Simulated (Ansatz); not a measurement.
Pb:

```xyz
1
Lattice="-1.9797 1.9797 1.9797 1.9797 -1.9797 1.9797 1.9797 1.9797 -1.9797" Properties=species:S:1:pos:R:3 pbc="T T T"
Pb    0.0000    0.0000    0.0000
```

This isn't the form of Pb at room conditions, which is fcc.

| Item | Value |
| --- | --- |
| Program | Ansatz 0.2.0 |
| Task | single point |
| Functional | PBEsol |
| Potentials or basis | all-electron LAPW, scalar-relativistic |
| Cutoff | 163 eV (chosen from the basis error) |
| Basis error allowed | 0.001 eV/atom |
| k mesh | 9 × 9 × 9 |
| Occupations | fermi-dirac, width 0.05 eV |
| Spin | no spin polarisation |

On this cell: pressure -2.0 GPa; band gap on the k mesh none (metal or under the smearing width).

The same run follows on a disturbed copy (cell strained at random at fixed volume):

```xyz
1
Lattice="-2.0669 2.0504 2.0812 1.9992 -1.9375 1.9007 1.9910 1.8616 -1.9683" Properties=species:S:1:pos:R:3 pbc="T T T"
Pb   -0.0107    0.0225   -0.0034
```

Question: What changes?

Answer: The energy (extrapolated to zero smearing) moves by +4.1 meV/atom; pressure -1.3 GPa; band gap on the k mesh none (metal or under the smearing width).

Stress tensor (GPa, compression positive):
```
-1.25  0.25  0.29
 0.25 -1.44 -0.34
 0.29 -0.34 -1.18
```
